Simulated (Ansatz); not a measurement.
**Ir (bcc): energy against volume**

The calculation used DFT, revPBE, plane waves (420 eV) with PAW, scalar-relativistic in Ansatz. (PAW data from PBE, frozen cores regenerated.)

The cell is scaled uniformly from the relaxed one, with fractional coordinates and shape fixed. Energies are extrapolated to zero smearing, pressures are those at the given smearing. Magnetic state: spin not included.

A Birch-Murnaghan fit gives V₀ = 15.19 Å³/atom, B₀ = 295 GPa, B₀′ = 5.1.

(1) What are the energy above the minimum and the pressure at 13.380 Å³/atom?

(2) What are the energy above the minimum and the pressure at 13.988 Å³/atom?

(3) What are the energy above the minimum and the pressure at 16.421 Å³/atom?

Answers

(1) 256.1 meV/atom and 52.09 GPa as computed.

(2) 103.0 meV/atom and 30.45 GPa as computed.

(3) 79.1 meV/atom and -18.49 GPa as computed.
